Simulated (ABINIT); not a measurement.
Crystal: CuO (Tenorite).

```
Cu O
1.0
     2.34185   -1.71130    0.00000
     2.34185    1.71130    0.00000
    -0.85003    0.00000    5.05787
Cu O
2 2
Direct
  0.50000 0.00000 0.50000
  0.00000 0.50000 0.00000
  0.41840 0.58160 0.75000
  0.58160 0.41840 0.25000
```

Base run:

```yaml
Program: ABINIT 10.8.3 (patched build)
Functional: LDA
Potentials_or_basis: PseudoDojo NC SR LDA v0.4.1 standard
Cutoff: 1252 eV
k_mesh: 8 × 8 × 4
Occupations: fermi-dirac, width 0.05 eV
Spin: no spin polarisation
```

Its results: band gap on the k mesh none (metal or under the smearing width); pressure -9.7 GPa; largest force 0.494 eV/Å.

Q: The run is repeated on the same cell with these changes: functional from LDA to PBEsol; potentials or basis from PseudoDojo NC SR LDA v0.4.1 standard to PseudoDojo NC SR PBEsol v0.4.1 standard; cutoff from 1252 eV to 1143 eV. What comes out?

A: Band gap on the k mesh none (metal or under the smearing width); pressure -4.0 GPa; largest force 0.388 eV/Å.

Caveats: the run has no spin polarisation, though such a crystal can be magnetic; semilocal functionals often make such compounds metallic where correlation or magnetic order opens a gap, which also shifts bond lengths.
